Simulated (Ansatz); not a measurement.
Bulk crystal (ZrN) after relaxation:

```xyz
2
Lattice="0.0000 2.2973 2.2973 2.2973 0.0000 2.2973 2.2973 2.2973 0.0000" Properties=species:S:1:pos:R:3 pbc="T T T"
Zr    0.0000    0.0000    0.0000
N     2.2973    2.2973    2.2973
```

Miller indices refer to the conventional cell of Fm-3m (No. 225), a = 4.595 Å, b = 4.595 Å, c = 4.595 Å, α = 90.00°, β = 90.00°, γ = 90.00°.

The (110) slab of 7 planes, 9.7 Å thick with 15 Å of vacuum as cut; outer planes ZrN (top) and ZrN (bottom).

The calculation used DFT PBE, scalar-relativistic, plane waves, PAW in Ansatz. Plane waves to 420 eV, a k mesh through Γ of 11×8×1 on the computed 14-atom cell and Gaussian smearing (0.10 eV); no spin polarisation. A dipole correction removes the field between periodic images along c.

With the atoms at the bulk's places:

For the slab as cut, the surface energy (mean of both faces) is 2.81 J/m². The work function is 3.01 eV.

(1) What changes when all atoms relax within this surface cell and its symmetry?

Spin polarisation was left out, and a magnetic state may lie lower.

Results:

(1) The energy falls by 0.250 J/m² a face, and the largest move is 0.14 Å.

```yaml
Surface_energy_mean_of_both_faces: 2.56 J/m²
Work_function: 2.82 eV
```

| plane (bottom to top) | atoms | spacing to next, bulk (Å) | relaxed (Å) | change (%) | rumpling (Å) |
| --- | --- | --- | --- | --- | --- |
| 1 | ZrN | 1.624 | 1.448 | -10.9 | 0.048 |
| 2 | ZrN | 1.624 | 1.685 | +3.7 | 0.035 |
| 3 | ZrN | 1.624 | 1.622 | -0.1 | 0.050 |
| 4 | ZrN | 1.624 | 1.622 | -0.1 | 0.000 |
| 5 | ZrN | 1.624 | 1.685 | +3.7 | 0.050 |
| 6 | ZrN | 1.624 | 1.448 | -10.9 | 0.035 |
| 7 | ZrN |  |  |  | 0.048 |